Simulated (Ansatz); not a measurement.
A single-point calculation of InSb built on the zincblende prototype with the plane-wave code Ansatz, at the level r2SCAN. The cell was relaxed with r2SCAN and then strained (epitaxial -2.0 % in the xy plane, free normal strain +1.94 %), with the atoms relaxed again with r2SCAN; k points keep the names of the unstrained zone.

input.yaml:
```yaml
crystal:
  lattice:
    - [0.0, 3.2139227572, 3.3432541019]
    - [3.2139227572, 0.0, 3.3432541019]
    - [3.2139227572, 3.2139227572, 0.0]
  atoms:
    - { symbol: In, position: [0.0, 0.0, 0.0] }
    - { symbol: Sb, position: [0.25, 0.25, 0.25] }
kpoints:
  mp_grid: { grid: [6, 6, 6] }
  band_path:
    path:
      - [0.0, 0.0, 0.0]
      - [-0.5, -0.5, 0.0]
      - [-0.375, -0.375, 0.25]
      - [-0.375, 0.0, 0.375]
      - [0.0, 0.0, 0.5]
      - [-0.5, -0.25, 0.25]
      - [-0.017578, -0.017578, 0.0]
    npoints: 1
hamiltonian:
  xc: r2scan
scf:
  occupations: { method: fermi_dirac, width: 0.02 }
  n_extra_bands: 4
output:
  forces: true
  stress: true
  eigenvalues: true
  write_density: true
  write_potential: true
  elf: true
  volumetric_format: npy
```

Command: `ansatz run input.yaml --threads 2 --pin off --max-ram 20275MiB --backend cpu --events-out ev --progress --plain --runs-dir out`. Wall time 4.8 s on 2 threads of AMD EPYC 7R13 Processor (Zen 3) (shared host), load about 2.8 per core; peak host memory 0.78 GiB.

Q: What does the program print?

A: The log, with set-up remarks and timings taken out:
```
Functional definition: r2SCAN
Crystal: 2 atoms, lattice volume = 69.067 Å³
Basis set: ecut = 500 eV, 1769 PW (Γ)
Bands: 18, of which v1, the nominal top of the filled ones, is band 14 counted from 1 (13 counted from 0)
Symmetry: 8 space group operations
Space group: I-4m2 (ITA 119)
k-points: 30 of 216 (time reversal used)
SCF iter   1: HF=-12111.403248 eV  Δρ=6.05e-3  dr2=1.44e-2
preconditioner: auto → none  [σ=0.020 eV  ℏωp=19.0 eV]
SCF iter   2: HF=-12111.410380 eV  Δρ=1.93e-3  dr2=1.65e-3
SCF iter   3: HF=-12111.410793 eV  Δρ=8.88e-4  dr2=2.68e-4
SCF iter   4: HF=-12111.410861 eV  Δρ=1.19e-4  dr2=6.05e-6
SCF iter   5: HF=-12111.410860 eV  Δρ=2.13e-5  dr2=2.43e-7
SCF iter   6: HF=-12111.410860 eV  Δρ=4.67e-6  dr2=9.34e-9
SCF 1 converged in 6 iterations: F = -12111.410860 eV  dr2 = 9.34e-9
SCF converged after 6 iterations
Free energy (F): -12111.410860 eV
Internal energy: -12111.410618 eV  (E = F + TS)
E sigma→0 (E₀):  -12111.410739 eV
Entropy (-TS):   -0.000243 eV (-0.121 meV/atom)
Fermi energy:    7.109531 eV
--- Stress (GPa, compression-positive) ---
        1.316488       0.000000       0.000000
        0.000000       1.316488       0.000000
        0.000000       0.000000       0.022925
  P = ⅓ Tr σ = 0.8853 GPa (8.853 kbar)
```
Only the leading digits can be foreseen; the rest is this run's record.

The file bands.tsv (bands near the Fermi energy, numbered from 0, rounded):
```tsv
# k_distance	band_9	band_10	band_11	band_12	band_13	band_14	band_15	band_16	band_17
# fermi_ev = 7.109531
# [0, 0, 0] at k_distance = 0.000000
# [-0.5, -0.5, 0] at k_distance = 0.939681
# [-0.375, -0.375, 0.25] at k_distance = 1.285278
# [-0.375, 0, 0.375] at k_distance = 1.880072
# [0, 0, 0.5] at k_distance = 2.474866
# [-0.5, -0.25, 0.25] at k_distance = 3.152822
# [-0.017578, -0.017578, 0] at k_distance = 4.182812
# levels_relative_to = fermi_ev
0.000	-15.125	-11.118	-0.255	-0.039	-0.039	0.022	3.094	3.094	3.193
0.940	-15.125	-9.165	-6.215	-2.264	-2.264	1.642	1.663	8.532	8.532
1.285	-15.129	-9.168	-6.034	-3.260	-1.907	1.947	4.124	6.583	6.755
1.880	-15.121	-9.106	-5.914	-3.258	-2.124	1.675	3.763	6.543	6.615
2.475	-15.122	-9.712	-5.795	-1.263	-0.994	0.680	3.925	4.100	6.389
3.153	-15.127	-9.067	-6.003	-2.993	-2.858	3.770	4.193	4.715	5.335
4.183	-15.125	-11.115	-0.423	-0.053	-0.053	0.188	3.113	3.113	3.180
```
In order the rows are Γ, X, U, K, L, W, Γ–X (0.04).

Planar averages along the third cell vector, from rho_z.tsv and v_z.tsv (valence density with its augmentation; electrostatic potential energy of an electron, of which only differences have a meaning):
```tsv
z (Å)	ρ (e/Å³)	v_es (eV)
0.00	0.740	0.52
0.13	0.742	-0.13
0.25	0.712	-0.62
0.38	0.671	-0.89
0.63	0.664	-0.61
0.76	0.725	-0.10
0.88	0.810	0.56
1.01	0.881	1.29
1.14	0.895	2.00
1.26	0.834	2.61
1.39	0.709	3.15
1.52	0.555	3.71
1.77	0.296	5.01
1.89	0.217	5.78
2.02	0.166	6.62
2.15	0.134	7.49
2.27	0.112	8.31
2.40	0.095	9.00
2.53	0.084	9.49
2.65	0.075	9.78
2.90	0.066	9.91
3.03	0.066	9.77
3.16	0.070	9.50
3.28	0.077	9.08
3.41	0.091	8.46
3.54	0.115	7.62
3.66	0.154	6.63
3.79	0.213	5.58
4.04	0.395	3.59
4.17	0.506	2.73
4.29	0.611	1.96
4.42	0.694	1.23
```

r2SCAN gives a direct gap of 0.06 eV at Γ. (This is within a few times the smearing of 0.02 eV, so the filling near the edges can be smeared.) With the atoms held, the mean pressure is +0.89 GPa (compression positive).

Calculated for a static, non-magnetic cell.

No spin-orbit coupling is included; it can move band edges with weight on the heavy atoms by tenths of an eV.

Gaps or overlaps of about a tenth of an eV are at the limit of these meshes: between the points read a gap can be smaller or closed.
